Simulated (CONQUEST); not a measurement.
# Sb: equation of state with PBE

Crystal: Sb.

```
CELL_PARAMETERS angstrom
3.16000 0.00000 0.00000
0.00000 3.16000 0.00000
0.00000 0.00000 3.16000
ATOMIC_POSITIONS crystal
Sb 0.00000 0.00000 0.00000
```

This isn't the form of Sb at room conditions, which is rhombohedral.

```json
{
 "Program": "CONQUEST 1.3",
 "Task": "equation of state",
 "Functional": "PBE",
 "Potentials or basis": "PseudoDojo NC PBE, DZP, grid of 32 × 32 × 32 points",
 "k mesh": "8 × 8 × 8",
 "Occupations": "fermi-dirac, width 0.05 eV",
 "Spin": "no spin polarisation",
 "Solver": "diagonalisation",
 "SCF tolerance": "1e-06"
}
```

```json
{
 "Equilibrium volume": "30.40 Å³/atom (rough: see the caveat)",
 "Bulk modulus": "66 GPa (rough)"
}
```

Energy against volume, from the lowest point:
| volume (Å³/atom) | energy (meV/atom) |
| --- | --- |
| 29.661 | 4.52 |
| 30.292 | 0.00 |
| 30.923 | 2.15 |
| 31.554 | 8.57 |
| 32.186 | 18.03 |
| 32.817 | 30.50 |
| 33.448 | 45.87 |

All runs of the series together: 2.9 min on 1 thread of Intel(R) Xeon(R) Platinum 8375C CPU @ 2.90GHz (Ice Lake) (shared host).

Caveat: the fit is doubtful: noisy points or a state that changes with volume; the DZP basis gives volumes some 2 % larger than converged bases do, and moduli off by several per cent; the basis of atomic orbitals isn't converged, which shifts pressures, moduli and gaps. Spin-orbit coupling is left out, which matters for the levels of Sb.
